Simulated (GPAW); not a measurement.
The system is Ba.

```
CELL_PARAMETERS angstrom
-2.50650 2.50650 2.50650
2.50650 -2.50650 2.50650
2.50650 2.50650 -2.50650
ATOMIC_POSITIONS crystal
Ba 0.00000 0.00000 0.00000
```

Base run:

| Property | Result |
| --- | --- |
| Program | GPAW 26.7.0 |
| Functional | LDA |
| Potentials or basis | PAW data sets generated in the run's folder for this functional |
| Cutoff | 600 eV |
| Basis | pw |
| k mesh | 8 × 8 × 8 |
| Occupations | fermi-dirac, width 0.05 eV |
| Spin | no spin polarisation |

Its results: pressure -1.3 GPa.

The run is repeated on the same cell with these changes: functional from LDA to PBEsol; occupations from fermi-dirac, width 0.05 eV to gaussian, width 0.05 eV. What comes out?

Pressure -0.7 GPa.

Not every run made on this cell is shown here.
